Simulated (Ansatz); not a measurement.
A plane-wave DFT run in Ansatz 0.2.0 (scalar-relativistic PAW potentials unless the input names others): input and command.

```yaml
crystal:
  lattice:
    - [5.6059105095, 0.0, 0.0]
    - [0.0, -5.6059105095, 0.0]
    - [0.0, 0.0, -5.6059105095]
  atoms:
    - { symbol: Be, position: [0.0, 0.0, 0.0] }
    - { symbol: Be, position: [0.5, 0.5, 0.0] }
    - { symbol: Be, position: [0.5, 0.0, 0.5] }
    - { symbol: Be, position: [0.0, 0.5, 0.5] }
    - { symbol: Te, position: [0.75, 0.75, 0.75] }
    - { symbol: Te, position: [0.25, 0.25, 0.75] }
    - { symbol: Te, position: [0.25, 0.75, 0.25] }
    - { symbol: Te, position: [0.75, 0.25, 0.25] }
basis:
  ecutwfc: 420
kpoints:
  mp_grid: { grid: [6, 6, 6] }
hamiltonian:
  xc: pbesol
scf:
  occupations: { method: gaussian, width: 0.02 }
  max_iter: 100
output:
  forces: true
  eigenvalues: true
  stress: true
relax:
  adjacent_minimum: "off"
  f_tol: 0.015
  max_steps: 2
  cell: { stress_tol: 0.15 }
```

```bash
ansatz run input.yaml --threads 1 --pin off --max-ram 2560MiB --backend cpu --events-out ev --progress --plain --runs-dir out
```

Abridged log:
```
Basis set: ecut = 420 eV, 3407 PW (Γ), exchange–correlation on 80×80×80 points (8 copies of the dense FFT grid, shifted against one another)
Bands: 44, of which v1, the nominal top of the filled ones, is band 36 counted from 1 (35 counted from 0)
Symmetry: 96 space group operations
k-points: 20 of 216 (time reversal used)
SCF iter   1: F=—  HF=-27970.269427 eV  |F-HF|=—  |Δ(HF+E_count)|=         —  Δρ=2.50e-3  dr2=1.36e-2  ethr=1.77e-3  ⟨swp⟩=11.4  Hψ=4518  notcnv=0
SCF iter   2: F=—  HF=-27970.265206 eV  |F-HF|=—  |Δ(HF+E_count)|=   4.22e-3  Δρ=1.21e-3  dr2=3.49e-3  ethr=1.89e-5  ⟨swp⟩=2.3  Hψ=1398  notcnv=0  defer=51
SCF iter   3: F=—  HF=-27970.264361 eV  |F-HF|=—  |Δ(HF+E_count)|=   8.45e-4  Δρ=2.21e-4  dr2=1.49e-4  ethr=4.85e-6  ⟨swp⟩=2.1  Hψ=1197  notcnv=0  defer=51
SCF iter   4: F=—  HF=-27970.264416 eV  |F-HF|=—  |Δ(HF+E_count)|=   5.54e-5  Δρ=8.37e-5  dr2=1.82e-5  ethr=2.07e-7  ⟨swp⟩=3.0  Hψ=1539  notcnv=0  defer=51
SCF iter   5: F=—  HF=-27970.264201 eV  |F-HF|=—  |Δ(HF+E_count)|=   2.15e-4  Δρ=3.06e-5  dr2=1.98e-6  ethr=2.53e-8  ⟨swp⟩=2.4  Hψ=1460  notcnv=0  defer=51
SCF iter   6: F=-27970.264201 eV  HF=-27970.264201 eV  |F-HF|=1.03e-7  |Δ(HF+E_count)|=   5.07e-7  Δρ=5.26e-6  dr2=4.59e-8  ethr=1.39e-10  ⟨swp⟩=9.3  Hψ=4460  notcnv=0
SCF 1 converged in 6 iterations: F = -27970.264201 eV  dr2 = 4.59e-8
relax step   1: F+E_penalty+E_count = -27970.26420147 eV  Δ(F+E_penalty+E_count) = +0.000e0 eV  max|allowed force component| = 9.325e-17 eV/Å  Δτ_max = 0.0000 Å  P = -0.043 GPa  Ω = 176.173 Å³  (6 SCF iters, dr2 threshold 1.00e-7 eV, accepted)
Initial density: handed on by an earlier stage of this run
Initial wavefunctions: pseudopotential atomic-orbital guess (no wavefunctions were taken with the density)
SCF iter   1: F=—  HF=-27970.264401 eV  |F-HF|=—  |Δ(HF+E_count)|=         —  Δρ=5.51e-6  dr2=5.18e-8  ethr=8.16e-8  ⟨swp⟩=4.0  Hψ=6881  notcnv=0
SCF iter   2: F=—  HF=-27970.264201 eV  |F-HF|=—  |Δ(HF+E_count)|=   1.99e-4  Δρ=3.33e-6  dr2=1.94e-8  ethr=7.19e-11  ⟨swp⟩=2.7  Hψ=1654  notcnv=0
SCF iter   3: F=—  HF=-27970.264201 eV  |F-HF|=—  |Δ(HF+E_count)|=   5.11e-8  Δρ=9.51e-7  dr2=2.28e-9  ethr=2.70e-11  ⟨swp⟩=2.0  Hψ=1160  notcnv=0
SCF iter   4: F=-27970.264201 eV  HF=-27970.264201 eV  |F-HF|=3.64e-11  |Δ(HF+E_count)|=   3.77e-9  Δρ=2.76e-7  dr2=1.70e-10  ethr=1.00e-12  ⟨swp⟩=5.7  Hψ=2974  notcnv=0
SCF 2 converged in 4 iterations: F = -27970.264201 eV  dr2 = 1.70e-10
SCF converged after 4 iterations
Free energy (F): -27970.264201 eV
Harris-Foulkes:  -27970.264201 eV  (|F-HF|=3.64e-11)
Internal energy: -27970.264201 eV  (E = F + TS)
E sigma→0 (E₀):  -27970.264201 eV
Fermi energy:    8.416319 eV
--- Forces (eV/Å), atoms counted from 1 ---
  atom   1  Be     0.00000000     0.00000000     0.00000000
  atom   2  Be     0.00000000     0.00000000     0.00000000
  atom   3  Be     0.00000000     0.00000000     0.00000000
  atom   4  Be     0.00000000     0.00000000     0.00000000
  atom   5  Te     0.00000000     0.00000000     0.00000000
  atom   6  Te     0.00000000     0.00000000     0.00000000
  atom   7  Te     0.00000000     0.00000000     0.00000000
  atom   8  Te     0.00000000     0.00000000     0.00000000
--- Stress (GPa, compression-positive) ---
       -0.043113       0.000000       0.000000
        0.000000      -0.043113       0.000000
        0.000000       0.000000      -0.043113
  P = ⅓ Tr σ = -0.0431 GPa (-0.431 kbar)
--- Relaxed structure (1 steps of the walk, 1 accepted, 1 SCFs on fresh bases) ---
  F+E_penalty+E_count = -27970.26420148 eV   max|allowed force component| = 1.130e-16 eV/Å   (the final SCF, on the basis selected at the relaxed cell)
  cell:  # Å, volume = 176.1726 Å³
    - [5.6059105095, 0.0, 0.0]
    - [0.0, -5.6059105095, 0.0]
    - [0.0, 0.0, -5.6059105095]
  atoms:
    - { symbol: Be, position: [0.0, 0.0, 0.0] }
    - { symbol: Be, position: [0.5, 0.5, 0.0] }
    - { symbol: Be, position: [0.5, 0.0, 0.5] }
    - { symbol: Be, position: [0.0, 0.5, 0.5] }
    - { symbol: Te, position: [0.75, 0.75, 0.75] }
    - { symbol: Te, position: [0.25, 0.25, 0.75] }
    - { symbol: Te, position: [0.25, 0.75, 0.25] }
    - { symbol: Te, position: [0.75, 0.25, 0.25] }
```

One setting here is unusual or wrong in general: too few relaxation steps (relax.max_steps: 60 → 2). For this cell it did little harm to the result: the run converged in 10 SCF iterations over all its steps (reference: 10) with an energy at zero smearing within 0.01 meV/atom of the reference's, a relaxed volume of 22.02 Å³/atom, pressure -0.04 GPa, largest force 0.000 eV/Å, gap on the mesh 1.84 eV. A reference run from the same start on usual settings converged, and the end of its own relaxation has a relaxed volume of 22.02 Å³/atom, pressure -0.04 GPa, largest force 0.000 eV/Å, gap on the mesh 1.84 eV.

The run took 14 s on 1 thread of Intel(R) Xeon(R) 6975P-C (Granite Rapids) (shared host), peak memory 0.48 GiB.